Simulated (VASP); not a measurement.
# KBr (Pm-3m) in VASP: equation of state

Aim: energy against volume of KBr in PBE, for its equilibrium volume and stiffness.

All numbers are computed with VASP 6.6.1; they aren't measurements. Logs are shortened: lines on timing, memory, paths and dates and some standing lists are left out, and cuts for length are marked.

### 1 The crystal as given

Symmetry: Pm-3m, No. 221, cubic system. The conventional cell has a = 4.043 Å, b = 4.043 Å, c = 4.043 Å, α = 90.00°, β = 90.00°, γ = 90.00°. Br (site symmetry m-3m) is surrounded by 8 K at 3.50 Å. K (site symmetry m-3m) is surrounded by 8 Br at 3.50 Å.

Measurements of this composition are mostly on another form, of space group No. 225.

### 2 Equation of state, PBE, 31.07 Å³/atom (volume scaled by 0.94)

Input file INCAR:

```
SYSTEM = KBr
ALGO = Normal
EDIFF = 1E-7
ENCUT = 520
GGA = PE
ISIF = 2
ISMEAR = -1
LASPH = .TRUE.
LCHARG = .FALSE.
LREAL = .FALSE.
LWAVE = .FALSE.
NBANDS = 15
NELM = 100
PREC = Accurate
SIGMA = 0.05
```

Input file KPOINTS:

```
k-points
0
G
  7 7 7
  0 0 0
```

Input file POSCAR:

```
KBr
1.0
    3.9609554510      0.0000000000      0.0000000000
    0.0000000000      3.9609554510      0.0000000000
    0.0000000000      0.0000000000      3.9609554510
Br K
1 1
Direct
    0.5000000000      0.5000000000      0.5000000000
    0.0000000000      0.0000000000      0.0000000000
```

Potentials or basis: VASP PAW PBE potentials, release 64 (Br, K_sv).

The run is started by

```console
cat potpaw_PBE.64/Br/POTCAR potpaw_PBE.64/K_sv/POTCAR > POTCAR
mpirun -np 1 vasp_std > vasp.out
```

OUTCAR:

```text
SYSTEM = KBr
   EDIFF = 1E-7
   ENCUT = 520
   GGA = PE
   ISIF = 2
   ISMEAR = -1
   LASPH = .TRUE.
   LREAL = .FALSE.
   NELM = 100
   PREC = Accurate

 ion  position               nearest neighbor table
   1  0.500  0.500  0.500-
   2  0.000  0.000  0.000-

  LATTYP: Found a simple cubic cell.
 ALAT       =     3.9609554510

  Lattice vectors:

 A1 = (   3.9609554510,   0.0000000000,   0.0000000000)
 A2 = (   0.0000000000,   3.9609554510,   0.0000000000)
 A3 = (   0.0000000000,   0.0000000000,   3.9609554510)

Analysis of symmetry for initial positions (statically):
=====================================================================
 Subroutine PRICEL returns:
 Original cell was already a primitive cell.

 Routine SETGRP: Setting up the symmetry group for a
 simple cubic supercell.

 Subroutine GETGRP returns: Found 48 space group operations
 (whereof 48 operations were pure point group operations)
 out of a pool of 48 trial point group operations.

The static configuration has the point symmetry O_h .

Analysis of symmetry for dynamics (positions and initial velocities):
=====================================================================
 Subroutine PRICEL returns:
 Original cell was already a primitive cell.

 Routine SETGRP: Setting up the symmetry group for a
 simple cubic supercell.

 Subroutine GETGRP returns: Found 48 space group operations
 (whereof 48 operations were pure point group operations)
 out of a pool of 48 trial point group operations.

The dynamic configuration has the point symmetry O_h .

 Subroutine INISYM returns: Found 48 space group operations
 (whereof 48 operations are pure point group operations),
 and found     1 'primitive' translations

----------------------------------------------------------------------------------------

                                     Primitive cell

  volume of cell :      62.1441

  direct lattice vectors                    reciprocal lattice vectors
     3.960955451  0.000000000  0.000000000     0.252464339  0.000000000  0.000000000
     0.000000000  3.960955451  0.000000000     0.000000000  0.252464339  0.000000000
     0.000000000  0.000000000  3.960955451     0.000000000  0.000000000  0.252464339

  length of vectors
     3.960955451  3.960955451  3.960955451     0.252464339  0.252464339  0.252464339

  position of ions in fractional coordinates (direct lattice)
     0.500000000  0.500000000  0.500000000
     0.000000000  0.000000000  0.000000000

  ion indices of the primitive-cell ions
   primitive index   ion index
                 1           1
                 2           2

----------------------------------------------------------------------------------------

 KPOINTS: k-points

Automatic generation of k-mesh.
 Grid dimensions read from file:
 generate k-points for:    7    7    7

 Generating k-lattice:

  Cartesian coordinates                     Fractional coordinates (reciprocal lattice)
     0.036066334  0.000000000  0.000000000     0.142857143  0.000000000  0.000000000
     0.000000000  0.036066334  0.000000000     0.000000000  0.142857143  0.000000000
     0.000000000  0.000000000  0.036066334     0.000000000  0.000000000  0.142857143

  Length of vectors
     0.036066334  0.036066334  0.036066334

  Shift w.r.t. Gamma in fractional coordinates (k-lattice)
     0.000000000  0.000000000  0.000000000

 Subroutine IBZKPT returns following result:
 ===========================================

 Found     20 irreducible k-points:

 Following reciprocal coordinates:
            Coordinates               Weight
  0.000000  0.000000  0.000000      1.000000
  0.142857  0.000000  0.000000      6.000000
  0.285714  0.000000  0.000000      6.000000
  0.428571  0.000000  0.000000      6.000000
  0.142857  0.142857  0.000000     12.000000
  0.285714  0.142857  0.000000     24.000000
[... 12 lines left out ...]
  0.428571  0.428571  0.285714     24.000000
  0.428571  0.428571  0.428571      8.000000
   k-points           NKPTS =     20   k-points in BZ     NKDIM =     20   number of bands    NBANDS=     15
   number of dos      NEDOS =    301   number of ions     NIONS =      2
   total plane-waves  NPLWV =  27000
   dimension x,y,z NGX =    30 NGY =   30 NGZ =   30
   dimension x,y,z NGXF=    60 NGYF=   60 NGZF=   60
   ions per type =               1   1
   NGX,Y,Z   is equivalent  to a cutoff of  12.59, 12.59, 12.59 a.u.
   NGXF,Y,Z  is equivalent  to a cutoff of  25.18, 25.18, 25.18 a.u.
 SYSTEM =  KBr
   PREC   = accura    normal or accurate (medium, high low for compatibility)
   ISTART =      0    job   : 0-new  1-cont  2-samecut
   ICHARG =      2    charge: 1-file 2-atom 10-const
   ISPIN  =      1    spin polarized calculation?
   LNONCOLLINEAR =      F non collinear calculations
   LSORBIT =      F    spin-orbit coupling
   LASPH  =      T    aspherical Exc in radial PAW
   ENCUT  =  520.0 eV  38.22 Ry    6.18 a.u.   7.36  7.36  7.36*2*pi/ulx,y,z
   NELM   =    100;   NELMIN=  2; NELMDL= -5     # of ELM steps
   EDIFF  = 0.1E-06   stopping-criterion for ELM
   LREAL  =      F    real-space projection
   EDIFFG = 0.1E-05   stopping-criterion for IOM
   NSW    =      0    number of steps for IOM
   IBRION =     -1    ionic relax: 0-MD 1-quasi-New 2-CG
   NFREE  =      0    steps in history (QN), initial steepest desc. (CG)
   ISIF   =      2    stress and relaxation
   ISYM   =      2    0-nonsym 1-usesym 2-fastsym
   POTIM  = 0.5000    time-step for ionic-motion
   TEBEG  =    0.0;   TEEND  =   0.0 temperature during run
   PSTRESS=    0.0 pullay stress
   NELECT =      16.0000    total number of electrons
   NUPDOWN=      -1.0000    fix difference up-down
   EMIN   =  10.00;   EMAX   =-10.00  energy-range for DOS
   EFERMI =   0.00;   METHOD = LEGACY
   ISMEAR =    -1;   SIGMA  =   0.05  broadening in eV -4-tet -1-fermi 0-gaus
   EFERMI_NEDOS =   21; number of points for ismear=-14 and -15
   IALGO  =     38    algorithm
   IMIX   =      4    mixing-type and parameters
     AMIX     =   0.40;   BMIX     =  1.00
     AMIX_MAG =   1.60;   BMIX_MAG =  1.00
  volume/ion in A,a.u.               =      31.07       209.68
  Fermi-wavevector in a.u.,A,eV,Ry     =   1.041473  1.968099 14.757790  1.084667
  Thomas-Fermi vector in A             =   2.176096
   LORBIT       =      0    0 simple, 1 ext, 2 COOP (PROOUT), +10 PAW based schemes
   GGA     = PE    functional components
   LHFCALC =     F    Hartree Fock is set to
   AEXX    =    0.0000 exact exchange contribution
   IVDW    =     0    specifies the selected vdW correction
   LEPSILON=     F    determine dielectric tensor
   LRPA    =     F    only Hartree local field effects (RPA)
 non-spin polarized calculation
  energy-cutoff  :      520.00
  volume of cell :       62.14
 maximum number of plane-waves:      1743
 NGX is ok and might be reduce to    30
   NGX = 15   NGY = 15   NGZ = 15

 number of electron      15.9999997 magnetization

 Free energy of the ion-electron system (eV)
  ---------------------------------------------------
  ext. energy  EPLUGINS =         0.00000000
  ---------------------------------------------------
  free energy    TOTEN  =        -6.06544246 eV

  energy without entropy =       -6.06544246  energy(sigma->0) =       -6.06544246

 E-fermi :   0.5698     XC(G=0):  -8.0859

 val. band max:       -0.4747933846   @ k =   0.4286   0.4286   0.0000
 cond. band min:       3.6135755389   @ k =   0.0000   0.0000   0.0000
 fundamental gap:      4.0883689235
 Fermi energy:         0.5697861221

 k-point     1 :       0.0000    0.0000    0.0000
  band No.  band energies     occupation
      1     -29.0323      2.00000
      2     -13.3536      2.00000
      3     -12.4519      2.00000
      4     -12.4519      2.00000
      5     -12.4519      2.00000
      6      -0.7283      2.00000
      7      -0.7283      2.00000
      8      -0.7283      2.00000
      9       3.6136      0.00000
     10       5.3273      0.00000
     11       5.3273      0.00000
     12       9.3387      0.00000
     13       9.3387      0.00000
     14       9.3387      0.00000
     15      12.0809      0.00000

 k-point     2 :       0.1429    0.0000    0.0000
  band No.  band energies     occupation
      1     -29.0298      2.00000
      2     -13.3888      2.00000
      3     -12.4473      2.00000
      4     -12.4473      2.00000
      5     -12.4124      2.00000
      6      -1.1927      2.00000
      7      -0.7250      2.00000
      8      -0.7250      2.00000
      9       4.1135      0.00000
     10       5.4907      0.00000
     11       5.7948      0.00000
     12       9.2764      0.00000
     13       9.2764      0.00000
     14       9.4291      0.00000
     15      11.2998      0.00000

 k-point     3 :       0.2857    0.0000    0.0000
  band No.  band energies     occupation
      1     -29.0241      2.00000
      2     -13.4650      2.00000
      3     -12.4370      2.00000
      4     -12.4370      2.00000
      5     -12.3236      2.00000
      6      -1.9943      2.00000
      7      -0.7182      2.00000
      8      -0.7182      2.00000
      9       5.1075      0.00000
     10       5.9595      0.00000
     11       6.8527      0.00000
     12       9.2297      0.00000
     13       9.2297      0.00000
     14       9.6565      0.00000
     15       9.8808      0.00000
[... 271 lines left out ...]
 k-point    19 :       0.4286    0.4286    0.2857
  band No.  band energies     occupation
      1     -29.0006      2.00000
      2     -13.0232      2.00000
      3     -12.5917      2.00000
      4     -12.5605      2.00000
      5     -12.5184      2.00000
      6      -1.9556      2.00000
      7      -1.9474      2.00000
      8      -1.5060      2.00000
      9       6.0426      0.00000
     10       7.1742      0.00000
     11       7.2436      0.00000
     12       8.1386      0.00000
     13       9.3193      0.00000
     14       9.4060      0.00000
     15      11.0662      0.00000

 k-point    20 :       0.4286    0.4286    0.4286
  band No.  band energies     occupation
      1     -28.9966      2.00000
      2     -12.9485      2.00000
      3     -12.5776      2.00000
      4     -12.5776      2.00000
      5     -12.5737      2.00000
      6      -1.9701      2.00000
      7      -1.9701      2.00000
      8      -1.9388      2.00000
      9       6.7797      0.00000
     10       7.0662      0.00000
     11       7.0662      0.00000
     12       9.0094      0.00000
     13       9.1883      0.00000
     14       9.1883      0.00000
     15      11.0170      0.00000

------------------------ aborting loop because EDIFF is reached ----------------------------------------

  FORCE on cell =-STRESS in cart. coord.  units (eV):
  Direction    XX          YY          ZZ          XY          YZ          ZX
  --------------------------------------------------------------------------------------
  -------------------------------------------------------------------------------------
  Total        0.4249857      0.4249857      0.4249857     -0.0000000     -0.0000000      0.0000000
  in kB       10.9568320     10.9568320     10.9568320     -0.0000000     -0.0000000      0.0000000
  external PRESSURE =      10.9568320 kB  Pullay stress =       0.0000000 kB

 VOLUME and BASIS-vectors are now :
 -----------------------------------------------------------------------------
  energy-cutoff  :      520.00
  volume of cell :       62.14
      direct lattice vectors                 reciprocal lattice vectors
     3.960955451  0.000000000  0.000000000     0.252464339  0.000000000  0.000000000
     0.000000000  3.960955451  0.000000000     0.000000000  0.252464339  0.000000000
     0.000000000  0.000000000  3.960955451     0.000000000  0.000000000  0.252464339

 POSITION                                       TOTAL-FORCE (eV/Angst)
 -----------------------------------------------------------------------------------
      1.98048      1.98048      1.98048         0.000000      0.000000      0.000000
      0.00000      0.00000      0.00000         0.000000      0.000000      0.000000
 -----------------------------------------------------------------------------------
    total drift:                                0.000000      0.000000     -0.000000

  FREE ENERGIE OF THE ION-ELECTRON SYSTEM (eV)
  ---------------------------------------------------
  free  energy   TOTEN  =        -6.0654424596 eV

  energy  without entropy=       -6.0654424595  energy(sigma->0) =       -6.06544246
```

Wall time 10 s (1 thread of AMD EPYC 9R45 (Zen 5), shared host); peak memory 0.14 GiB.

What came out:

- Free energy: -6.0654 eV
- Pressure: 1.1 GPa
- Band gap on the k mesh: 4.09 eV, indirect (least direct gap 4.34 eV)

Caveat: an odd mesh through Γ misses points on the zone boundary, where band edges often lie.

### 3 Equation of state, PBE, 31.73 Å³/atom (volume scaled by 0.96)

Input file INCAR:

```
SYSTEM = KBr
ALGO     = Normal         ! electronic algorithm
EDIFF    = 1E-7           ! SCF threshold, eV
ENCUT    = 520            ! plane-wave cutoff, eV
GGA      = PE             ! functional
ISIF     = 2              ! what is computed and relaxed
ISMEAR   = -1             ! smearing method
LASPH    = .TRUE.         ! aspherical terms in the spheres
LCHARG   = .FALSE.        ! write CHGCAR
LREAL    = .FALSE.        ! projectors in reciprocal space
LWAVE    = .FALSE.        ! write WAVECAR
NBANDS   = 15             ! bands
NELM     = 60             ! most SCF steps
PREC     = Accurate       ! precision mode
SIGMA    = 0.05           ! smearing width, eV
```

KPOINTS is that of step 2.

Input file POSCAR:

```
KBr
1.0
    3.9888504225      0.0000000000      0.0000000000
    0.0000000000      3.9888504225      0.0000000000
    0.0000000000      0.0000000000      3.9888504225
Br K
1 1
Direct
    0.5000000000      0.5000000000      0.5000000000
    0.0000000000      0.0000000000      0.0000000000
```

Potentials or basis: VASP PAW PBE potentials, release 64 (Br, K_sv).

The run is started by

```console
cat potpaw_PBE.64/Br/POTCAR potpaw_PBE.64/K_sv/POTCAR > POTCAR
mpirun -np 1 vasp_std > vasp.out
```

Run time: 9.8 s. Hardware: 1 thread of AMD EPYC 9R45 (Zen 5), shared host; peak memory 0.13 GiB.

Results (log left out):

| Item | Value |
| --- | --- |
| Free energy | -6.0729 eV |
| Pressure | 0.7 GPa |
| Band gap on the k mesh | 4.02 eV, indirect (least direct gap 4.27 eV) |

Caveat: an odd mesh through Γ misses points on the zone boundary, where band edges often lie.

### 4 Equation of state, PBE, 32.39 Å³/atom (volume scaled by 0.98)

Input file INCAR:

```
SYSTEM = KBr
  ALGO = Normal
  EDIFF = 1E-7
  ENCUT = 520
  GGA = PE
  ISIF = 2
  ISMEAR = -1
  LASPH = .True.
  LCHARG = .False.
  LREAL = .False.
  LWAVE = .False.
  NBANDS = 15
  NELM = 60
  PREC = Accurate
  SIGMA = 0.05
```

Input file KPOINTS:

```
k-points
0
Gamma
  7 7 7
  0 0 0
```

Input file POSCAR:

```
KBr
1.0
    4.0163606051      0.0000000000      0.0000000000
    0.0000000000      4.0163606051      0.0000000000
    0.0000000000      0.0000000000      4.0163606051
Br K
1 1
Direct
    0.5000000000      0.5000000000      0.5000000000
    0.0000000000      0.0000000000      0.0000000000
```

The run is started by

```console
cat potpaw_PBE.64/Br/POTCAR potpaw_PBE.64/K_sv/POTCAR > POTCAR
mpirun -np 1 vasp_std > vasp.out
```

It took 9.9 s on 1 thread of AMD EPYC 9R45 (Zen 5), shared host; peak memory 0.14 GiB.

The run converged. Its results:

| Property | Result |
| --- | --- |
| Free energy | -6.0771 eV |
| Pressure | 0.3 GPa |
| Band gap on the k mesh | 3.95 eV, indirect (least direct gap 4.19 eV) |

Caveat: an odd mesh through Γ misses points on the zone boundary, where band edges often lie.

### 5 Equation of state, PBE, 33.72 Å³/atom (volume scaled by 1.02)

Input file INCAR:

```
SYSTEM = KBr
PREC = Accurate
ENCUT = 520
EDIFF = 1E-7
ISMEAR = -1
SIGMA = 0.05
LREAL = .False.
LASPH = .True.
NELM = 80
ALGO = Normal
ISIF = 2
LWAVE = .False.
LCHARG = .False.
GGA = PE
NBANDS = 15
```

Input file KPOINTS:

```
Automatic mesh
0
Gamma
  7 7 7
  0 0 0
```

Input file POSCAR:

```
KBr
1.0
    4.0702779195      0.0000000000      0.0000000000
    0.0000000000      4.0702779195      0.0000000000
    0.0000000000      0.0000000000      4.0702779195
Br K
1 1
Direct
    0.5000000000      0.5000000000      0.5000000000
    0.0000000000      0.0000000000      0.0000000000
```

The run is started by

```console
cat potpaw_PBE.64/Br/POTCAR potpaw_PBE.64/K_sv/POTCAR > POTCAR
mpirun -np 1 vasp_std > vasp.out
```

It took 10 s on 1 thread of AMD EPYC 9R45 (Zen 5), shared host; peak memory 0.14 GiB.

The run converged. Its results:

* Free energy: -6.0771 eV
* Pressure: -0.3 GPa
* Band gap on the k mesh: 3.83 eV, indirect (least direct gap 4.06 eV)

Caveat: an odd mesh through Γ misses points on the zone boundary, where band edges often lie.

### 6 Equation of state, PBE, 34.38 Å³/atom (volume scaled by 1.04)

Input file INCAR:

```
ALGO = Normal
EDIFF = 1E-7
ENCUT = 520
GGA = PE
ISIF = 2
ISMEAR = -1
LASPH = T
LCHARG = F
LREAL = F
LWAVE = F
NBANDS = 15
NELM = 60
PREC = Accurate
SIGMA = 0.05
```

Input file KPOINTS:

```
k-points
0
Gamma
  7 7 7
```

Input file POSCAR:

```
KBr
1.0
    4.0967090362      0.0000000000      0.0000000000
    0.0000000000      4.0967090362      0.0000000000
    0.0000000000      0.0000000000      4.0967090362
Br K
1 1
Direct
    0.5000000000      0.5000000000      0.5000000000
    0.0000000000      0.0000000000      0.0000000000
```

Potentials or basis: VASP PAW PBE potentials, release 64 (Br, K_sv).

The run is started by

```console
cat potpaw_PBE.64/Br/POTCAR potpaw_PBE.64/K_sv/POTCAR > POTCAR
mpirun -np 1 vasp_std > vasp.out
```

Run time: 10 s. Hardware: 1 thread of AMD EPYC 9R45 (Zen 5), shared host; peak memory 0.14 GiB.

The run converged. Its results:

| Quantity | Value |
| --- | --- |
| Free energy | -6.0736 eV |
| Pressure | -0.6 GPa |
| Band gap on the k mesh | 3.77 eV, indirect (least direct gap 4.00 eV) |

Caveat: an odd mesh through Γ misses points on the zone boundary, where band edges often lie.

### 7 Equation of state, PBE, 35.04 Å³/atom (volume scaled by 1.06)

Input file INCAR:

```
SYSTEM = KBr
PREC = Accurate
ENCUT = 520
EDIFF = 1E-7
ISMEAR = -1
SIGMA = 0.05
LREAL = .FALSE.
LASPH = .TRUE.
NELM = 60
ALGO = Normal
ISIF = 2
LWAVE = .FALSE.
LCHARG = .FALSE.
GGA = PE
NBANDS = 15
```

Input file KPOINTS:

```
regular mesh
0
G
  7 7 7
  0 0 0
```

Input file POSCAR:

```
KBr
1.0
    4.1228034279      0.0000000000      0.0000000000
    0.0000000000      4.1228034279      0.0000000000
    0.0000000000      0.0000000000      4.1228034279
Br K
1 1
Direct
    0.5000000000      0.5000000000      0.5000000000
    0.0000000000      0.0000000000      0.0000000000
```

The run is started by

```console
cat potpaw_PBE.64/Br/POTCAR potpaw_PBE.64/K_sv/POTCAR > POTCAR
mpirun -np 1 vasp_std > vasp.out
```

Run time: 11 s. Hardware: 1 thread of AMD EPYC 9R45 (Zen 5), shared host; peak memory 0.15 GiB.

Results (log left out):

* Free energy: -6.0679 eV
* Pressure: -0.8 GPa
* Band gap on the k mesh: 3.72 eV, indirect (least direct gap 3.94 eV)

Caveat: an odd mesh through Γ misses points on the zone boundary, where band edges often lie.

### 8 Equation of state, PBE

Potentials or basis: VASP PAW PBE potentials, release 64 (Br, K_sv).

This step only gathers the single runs of the series.

Results:

```yaml
Equilibrium_volume: 33.05 Å³/atom
Bulk_modulus: 15.6 GPa
Pressure_derivative_of_the_bulk_modulus: 4.8
```

Energy against volume, from the lowest point:
| volume (Å³/atom) | energy (meV/atom) |
| --- | --- |
| 31.072 | 6.47 |
| 31.733 | 2.75 |
| 32.394 | 0.65 |
| 33.055 | 0.00 |
| 33.716 | 0.63 |
| 34.378 | 2.42 |
| 35.039 | 5.23 |
